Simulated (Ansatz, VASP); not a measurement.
**S: VASP beside Ansatz**

File INCAR:

```
ALGO = Normal
EDIFF = 1E-7
EDIFFG = -0.005
ENCUT = 600
GGA = PS
IBRION = 2
ISIF = 3
ISMEAR = -1
LASPH = True
LCHARG = False
LREAL = False
LWAVE = False
NELM = 100
NSW = 60
PREC = Accurate
SIGMA = 0.08
```

KPOINTS

```
k-points
0
Gamma
  18 18 18
```

The input POSCAR:

```
S
1.0
    0.0000000000      2.0408275510      2.0408275510
    2.0408275510      0.0000000000      2.0408275510
    2.0408275510      2.0408275510      0.0000000000
S
1
Direct
    0.0000000000      0.0000000000      0.0000000000
```

Input for Ansatz:

```yaml
crystal:
  lattice:
    - [0.0, 2.040827551, 2.040827551]
    - [2.040827551, 0.0, 2.040827551]
    - [2.040827551, 2.040827551, 0.0]
  atoms:
    - { symbol: S, position: [0.0, 0.0, 0.0] }
kpoints:
  mp_grid: { grid: [18, 18, 18] }
scf:
  occupations: { method: fermi_dirac, width: 0.08 }
hamiltonian:
  xc: pbesol
  pseudopotentials: { kind: paw }
output:
  forces: true
  stress: true
relax:
  f_tol: 0.005
  max_steps: 40
  cell: {}
```

Alike in both runs: task relaxation of cell and atoms; functional PBEsol; k mesh 18 × 18 × 18; occupations fermi-dirac, width 0.08 eV; no spin polarisation.

|  | VASP | Ansatz |
| --- | --- | --- |
| version | VASP 6.6.1 | Ansatz 0.2.0 |
| potentials or method | VASP PAW PBE potentials, release 64 (S) | PAW with Ansatz's default frozen-core files, scalar-relativistic |
| plane-wave cutoff (eV) | 600 | 420 |
| valence electrons in the cell | 6 | 6 |

Ansatz gave:

| Quantity | Value |
| --- | --- |
| relaxed volume (Å³/atom) | 14.93 |
| relaxed cell length with the largest relative difference (Å) | 2.764 |
| energy change over the relaxation (meV/atom) | -68 |

Problem. Which values does VASP return?

Solution. Relaxed volume (Å³/atom): 14.95; relaxed cell length with the largest relative difference (Å): 2.765; energy change over the relaxation (meV/atom): -66.

Caveats: the PAW data sets were made with another functional, which shifts forces and pressure a little (VASP).
